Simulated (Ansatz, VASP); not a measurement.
# Two plane-wave programs on BaS

```
Ba S
1.0
     0.00000    3.19375    3.19375
     3.19375    0.00000    3.19375
     3.19375    3.19375    0.00000
Ba S
1 1
Direct
  0.00000 0.00000 0.00000
  0.50000 0.50000 0.50000
```

Alike in both runs: task band structure; functional PBE; k mesh 7 × 7 × 7; occupations fermi-dirac, width 0.05 eV; no spin polarisation.

|  | VASP | Ansatz |
| --- | --- | --- |
| version | VASP 6.6.1 | Ansatz 0.2.0 |
| potentials or method | VASP PAW PBE potentials, release 64 (Ba_sv, S) | Ansatz PAW |
| plane-wave cutoff (eV) | 520 | 420 |
| valence electrons in the cell | 16 | 16 |

```tsv
	VASP	Ansatz	Ansatz less VASP
gap on the k mesh at the Fermi level (eV)	2.17	2.26	+0.097
least direct gap on the mesh (eV)	2.31	2.38	+0.065
gap along the band path (eV)	2.11	2.21	+0.099
pressure (GPa)	1.4	0.8	-0.59
```

Caveats: spin-orbit coupling is left out, which moves the levels of the heavy elements; the k mesh misses the band edges, so the gap on the mesh is wider than the one along the path (Ansatz). As with any semilocal functional, this PBE gap is likely too small.
